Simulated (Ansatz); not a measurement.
Crystal: Mn.

```
Mn
1.0
     2.48365    0.00000    0.00000
    -1.24182    2.15090    0.00000
     0.00000    0.00000    4.02620
Mn
2
Direct
  0.33333 0.66667 0.25000
  0.66667 0.33333 0.75000
```

This isn't the form of Mn at room conditions, which is a 58-atom cubic cell.

Alike in all runs: program Ansatz 0.2.0; functional PBE; potentials or basis Ansatz PAW; cutoff 420 eV (not typed: the program's choice for these potentials); k mesh 10 × 10 × 6; occupations fermi-dirac, width 0.05 eV.

Question: Only the start or the spin constraint differs. Which run ends lowest in energy?
A. collinear spin, ferromagnetic start of up to 5 μB; fixed moment 10
B. collinear spin, ferromagnetic start of up to 4 μB; fixed moment 8
C. collinear spin, ferromagnetic start of up to 2 μB; fixed moment 4
D. collinear spin, ferromagnetic start of up to 3 μB; fixed moment 6
E. collinear spin, program default start; fixed moment 0
F. collinear spin, ferromagnetic start of up to 1 μB; fixed moment 2

Answer: E.

| start | free energy over the lowest (meV/atom) | net moment (μB) | site or absolute moments (μB) | gap |
| --- | --- | --- | --- | --- |
| collinear spin, ferromagnetic start of up to 1 μB; fixed moment 2 | 130.1 | 2.00 | Mn +0.95 | - |
| collinear spin, ferromagnetic start of up to 6 μB; fixed moment 12 | 9736.0 | 12.00 | Mn +5.00 | - |
| collinear spin, ferromagnetic start of up to 8 μB; fixed moment 16 | 45225.7 | 16.00 | Mn +6.40 | - |
| collinear spin, ferromagnetic start of up to 2 μB; fixed moment 4 | 452.4 | 4.00 | Mn +1.90 | - |
| collinear spin, program default start; fixed moment 0 | 0.0 | 0.00 | - | - |
| collinear spin, ferromagnetic start of up to 5 μB; fixed moment 10 | 4495.0 | 10.00 | Mn +4.36 | - |
| collinear spin, ferromagnetic start of up to 3 μB; fixed moment 6 | 898.5 | 6.00 | Mn +2.83 | - |
| collinear spin, ferromagnetic start of up to 4 μB; fixed moment 8 | 1851.5 | 8.00 | Mn +3.66 | - |

All polarised runs hold their moment fixed, so the table maps the energy against it. A still lower state may exist.

Caveats: the total moment is fixed, so each spin has its own Fermi level.
